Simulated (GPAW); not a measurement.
A run of GPAW 26.7.0 is set up as follows.

run.py

```python
import numpy as np
from ase import Atoms
from ase.dft.bandgap import bandgap
from ase.io import write
from ase.units import Bohr, GPa
from gpaw import GPAW, PW
from gpaw.elf import elf_from_dft_calculation
from gpaw.spinorbit import soc_eigenstates

atoms = Atoms(['Ge', 'Ge'],
              cell=[[0.0, 2.82891, 2.82891],
                    [2.82891, 0.0, 2.82891],
                    [2.82891, 2.82891, 0.0]],
              scaled_positions=[[0.75, 0.75, 0.75],
                                [0.5, 0.5, 0.5]],
              pbc=True)

calc = GPAW(mode=PW(600),
            xc='MGGA_X_R2SCAN+MGGA_C_R2SCAN',
            kpts={'size': (6, 6, 6), 'gamma': True},
            occupations={'name': 'fermi-dirac', 'width': 0.05},
            nbands=11,
            convergence={'density': 1e-05, 'energy': 1e-05},
            maxiter=150,
            txt='gpaw.txt')
atoms.calc = calc
energy = atoms.get_potential_energy()
forces = atoms.get_forces()
stress = atoms.get_stress()
calc.write('gs.gpw')
write('result.traj', atoms)
print(f'Energy: {energy:.6f} eV')
print('Forces (eV/A):')
print(forces.round(4))
print('Stress (GPa):', (stress / GPa).round(3))
print('Fermi level:', round(calc.get_fermi_level(), 4), 'eV')
print(f'Gap: {bandgap(calc)[0]:.4f} eV, direct: {bandgap(calc, direct=True)[0]:.4f} eV')

# fields on the real-space grid
write('density.cube', atoms, data=calc.get_pseudo_density() * Bohr**3)
write('potential.cube', atoms, data=calc.get_electrostatic_potential())
write('elf.cube', atoms, data=elf_from_dft_calculation(calc).data)

path = atoms.cell.bandpath('GXWKGLUWLK,UX', npoints=80, eps=1e-4)
bs_calc = calc.fixed_density(kpts=path, symmetry='off', nbands=21,
                             convergence={'bands': 'CBM+6.0', 'eigenstates': 1e-6}, txt='bands.txt')
bs = bs_calc.band_structure()
bs.write('bs.json')
print(f'Gap on the path: {bandgap(bs_calc)[0]:.4f} eV')

soc = soc_eigenstates(bs_calc, theta=0, phi=0, ignore_xc_potential=True)
np.savetxt('soc_bands.dat', soc.eigenvalues(), fmt='%.4f')
mesh = soc_eigenstates('gs.gpw', theta=0, phi=0, ignore_xc_potential=True)
np.savetxt('soc_mesh.dat', mesh.eigenvalues(), fmt='%.4f')
print('Fermi level with spin-orbit coupling:', round(mesh.fermi_level, 4), 'eV')
```

Potentials or basis: GPAW PAW data sets (gpaw-data 1.2.1), pw.

Launch:

```sh
$ OMP_NUM_THREADS=1 python run.py
```

Task: Estimate the band gap along the path.

Result: 0.36 eV, direct.

Task: Predict the band gap on the k mesh.

Result: 0.36 eV, direct.

Levels at the corners of the path, in eV from the valence-band top:
| point | band 4 | band 5 | band 6 | band 7 | band 8 | band 9 | band 10 | band 11 | band 12 | band 13 |
| --- | --- | --- | --- | --- | --- | --- | --- | --- | --- | --- |
| Γ | -0.30 | 0.00 | 0.00 | 0.00 | 0.00 | 0.36 | 0.36 | 2.49 | 2.49 | 2.70 |
| X | -9.32 | -3.32 | -3.32 | -3.32 | -3.32 | 0.88 | 0.88 | 0.88 | 0.88 | 10.02 |
| W | -9.20 | -4.19 | -4.19 | -4.12 | -4.12 | 4.54 | 4.54 | 4.68 | 4.68 | 4.97 |
| K | -8.69 | -4.60 | -4.60 | -2.86 | -2.86 | 1.30 | 1.30 | 4.34 | 4.34 | 7.63 |
| Γ | -0.30 | 0.00 | 0.00 | 0.00 | 0.00 | 0.36 | 0.36 | 2.49 | 2.49 | 2.70 |
| L | -7.96 | -1.67 | -1.67 | -1.49 | -1.49 | 0.37 | 0.37 | 3.86 | 3.86 | 3.95 |
| U | -8.69 | -4.60 | -4.60 | -2.86 | -2.86 | 1.30 | 1.30 | 4.34 | 4.34 | 7.63 |
| W | -9.20 | -4.19 | -4.19 | -4.12 | -4.12 | 4.54 | 4.54 | 4.68 | 4.68 | 4.97 |
| L | -7.96 | -1.67 | -1.67 | -1.49 | -1.49 | 0.37 | 0.37 | 3.86 | 3.86 | 3.95 |
| K | -8.69 | -4.60 | -4.60 | -2.86 | -2.86 | 1.30 | 1.30 | 4.34 | 4.34 | 7.63 |
| U | -8.69 | -4.60 | -4.60 | -2.86 | -2.86 | 1.30 | 1.30 | 4.34 | 4.34 | 7.63 |
| X | -9.32 | -3.32 | -3.32 | -3.32 | -3.32 | 0.88 | 0.88 | 0.88 | 0.88 | 10.02 |

Caveat: spin-orbit coupling was added after a scalar SCF, so levels and gaps hold it while energy, forces, pressure and moments don't; this program's spin-orbit splittings come out too wide for heavy elements; the PAW data sets were made with another functional, which shifts forces and pressure a little.

**What was measured.**

From “Electronic and optical properties of SixGe1-x-ySny alloys lattice-matched to Ge”, 2021, arxiv:2109.02782, for a bulk crystal of Ge at 300 K: band gap 0.807 eV (direct).

Against the measured gap of Ge, 0.807 eV (direct; 300 K; “Electronic and optical properties of SixGe1-x-ySny alloys lattice-matched to Ge”, 2021, arxiv:2109.02782), the calculated 0.36 eV is off by -0.44 eV. 3 values of this kind are on record (0.666 to 0.807 eV); this one was drawn at random among those near their median. The value is that of r2SCAN, without temperature or zero-point motion.
